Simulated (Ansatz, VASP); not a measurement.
LiF (Griceite) in VASP and in Ansatz

File INCAR:

```
PREC     = Accurate       # precision mode
ENCUT    = 520            # plane-wave cutoff, eV
EDIFF    = 1E-7           # SCF threshold, eV
ISMEAR   = -1             # smearing method
SIGMA    = 0.02           # smearing width, eV
LREAL    = False          # projectors in reciprocal space
LASPH    = True           # aspherical terms in the spheres
NELM     = 80             # most SCF steps
ALGO     = Normal         # electronic algorithm
ISIF     = 2              # what is computed and relaxed
LWAVE    = False          # write WAVECAR
LCHARG   = False          # write CHGCAR
GGA      = PE             # functional
NBANDS   = 12             # bands
```

Contents of KPOINTS:

```
Automatic mesh
0
Gamma
  10 10 10
```

POSCAR

```
LiF
1.0
    0.0000000000      2.0918198325      1.9948691899
    1.9948691899      0.0000000000      1.9948691899
    1.9948691899      2.0918198325      0.0000000000
Li F
1 1
Direct
    0.0000000000      0.0000000000      0.0000000000
    0.5000000000      0.5000000000      0.5000000000
```

Input for Ansatz:

```yaml
crystal:
  lattice:
    - [0.0, 2.0918198325, 1.9948691899]
    - [1.9948691899, 0.0, 1.9948691899]
    - [1.9948691899, 2.0918198325, 0.0]
  atoms:
    - { symbol: Li, position: [0.0, 0.0, 0.0] }
    - { symbol: F, position: [0.5, 0.5, 0.5] }
kpoints:
  mp_grid: { grid: [10, 10, 10] }
  band_path:
    path:
      - [0.0, 0.0, 0.0]
      - [0.5, 0.0, 0.5]
      - [0.625, 0.25, 0.625]
      - [0.375, 0.375, 0.75]
      - [0.5, 0.5, 0.5]
      - [0.5, 0.25, 0.75]
    npoints: 1
hamiltonian:
  xc: pbe
scf:
  occupations: { method: fermi_dirac, width: 0.02 }
  n_extra_bands: 4
output:
  forces: true
  stress: true
  eigenvalues: true
```

Change from the starting cell: uniaxial_y strain +4.9%.

Alike in both runs: task single point; functional PBE; k mesh 10 × 10 × 10; occupations fermi-dirac, width 0.02 eV; no spin polarisation.

|  | VASP | Ansatz |
| --- | --- | --- |
| version | VASP 6.6.1 | Ansatz 0.2.0 |
| potentials or method | VASP PAW PBE potentials, release 64 (Li_sv, F) | plane waves, PAW |
| plane-wave cutoff (eV) | 520 | 420 |
| valence electrons in the cell | 10 | 10 |

```csv
,VASP,Ansatz,Ansatz less VASP
gap on the k mesh at the Fermi level (eV),8.86,8.86,0.000
```

 A k mesh can miss the band edges.
